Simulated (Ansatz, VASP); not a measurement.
## One calculation of Al3Pt, two programs

```
CELL_PARAMETERS angstrom
0.00000 3.10302 3.10302
3.10302 0.00000 3.10302
3.10302 3.10302 0.00000
ATOMIC_POSITIONS crystal
Al 0.50000 0.50000 0.50000
Al 0.75000 0.75000 0.75000
Al 0.25000 0.25000 0.25000
Pt 0.00000 0.00000 0.00000
```

Change from the starting cell: species swapped into the CeCd3 type (Fm-3m, No. 225).

Alike in both runs: task relaxation of cell and atoms; functional PBE; k mesh 6 × 6 × 6; occupations gaussian, width 0.1 eV; no spin polarisation.

|  | VASP | Ansatz |
| --- | --- | --- |
| version | VASP 6.6.1 | Ansatz 0.2.0 |
| potentials or method | VASP PAW PBE potentials, release 64 (Al, Pt) | scalar-relativistic, plane waves, PAW |
| plane-wave cutoff (eV) | 600 | 420 |
| valence electrons in the cell | 19 | 27 |

VASP gave:

| Quantity | Value |
| --- | --- |
| gap on the k mesh at the Fermi level, each at its own relaxed structure (eV) | none |
| relaxed volume (Å³/atom) | 15.51 |
| relaxed cell length with the largest relative difference (Å) | 4.444 |
| energy change over the relaxation (meV/atom) | -9 |

What did Ansatz give for the same quantities?

gap on the k mesh at the Fermi level, each at its own relaxed structure (eV): none; relaxed volume (Å³/atom): 15.53; relaxed cell length with the largest relative difference (Å): 4.446; energy change over the relaxation (meV/atom): -9.

A gap of «none» marks a metal or a gap that the smearing closes. The two sets of potentials don't hold the same shells in valence.

The runs have no spin-orbit coupling, so splittings on Pt are missing.
